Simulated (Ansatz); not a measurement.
# Ni: changes ranked by their effect on the pressure

```
CELL_PARAMETERS angstrom
-1.40092 1.40092 1.40092
1.40092 -1.40092 1.40092
1.40092 1.40092 -1.40092
ATOMIC_POSITIONS crystal
Ni 0.00000 0.00000 0.00000
```

Conventional cell: a = 2.802 Å, b = 2.802 Å, c = 2.802 Å, α = 90.00°, β = 90.00°, γ = 90.00°. Around Ni (atom 1) lie 8 Ni at 2.43 Å.

The structure comes from a relaxation in the same program, started in the bcc type, and has space group Im-3m. Whether it is a known phase or the ground state wasn't checked.

The magnetic state is the one reached from the start moments; no search over orders was made, so it needn't be the ground state.

The calculation used DFT, PBE, all-electron LAPW, scalar-relativistic (Ansatz 0.2.0).

The runs use a Γ-centred 18×18×18 k mesh, Fermi–Dirac smearing of 0.08 eV, basis error target 0.5 meV/atom, spin-polarised from start moments Ni 1.5 μB.

In this reference run the pressure is 0.0 GPa (positive in compression). Each change below is made alone, on the same k mesh, with fractional coordinates held unless an atom is moved; x, y and z are the Cartesian axes.

Task: Order the changes by the shift of the pressure, most negative first.
A. equal xy, yz and zx engineering shear strains of -4 %
B. z strained by +2 % at fixed volume
C. volume scaled by 0.98
D. volume scaled by 1.02

Result: D (-3.6 GPa), B (0.0 GPa), A (+1.2 GPa), C (+4.0 GPa).
